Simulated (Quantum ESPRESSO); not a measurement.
C: phonons at points of the zone under several settings

```xyz
1
Lattice="4.2552 0.0000 0.0000 0.0000 4.2552 0.0000 0.0000 0.0000 1.2823" Properties=species:S:1:pos:R:3 pbc="T T T"
C     2.1276    2.1276    0.6411
```

The cell was built by a generator and needn't be a form met in nature.

All runs used Quantum ESPRESSO 7.5; potentials PseudoDojo 0.4.1 SR LDA standard; k mesh 5 × 5 × 17; given cell, atoms relaxed; no spin polarisation; cutoff 1116 eV; occupations cold, width 0.2 eV.

```csv
level,point,frequencies (cm⁻¹)
LDA,"A (0.500, 0.500, 0.500)",505 505 777
LDA,"M (0.500, 0.500, 0.000)",70i 70i 4
LDA,"R (0.000, 0.500, 0.500)",504 511 737
LDA,"X (0.000, 0.500, 0.000)",73i 2 22
LDA,"Z (0.000, 0.000, 0.500)",?
```

What stands in the row left open?

Frequencies 511 511 697 cm⁻¹.

Values marked i are imaginary: the cell is unstable against those modes at that level, or the meshes are too thin.

Caveats: the mesh is thin for the phonons of a metal; the q point doesn't lie on the k mesh, which can shift a metal's frequencies strongly unless the mesh is converged; some modes are imaginary (some runs).

For the row left open. Caveat: the mesh is thin for the phonons of a metal; the q point doesn't lie on the k mesh, which can shift a metal's frequencies strongly unless the mesh is converged.
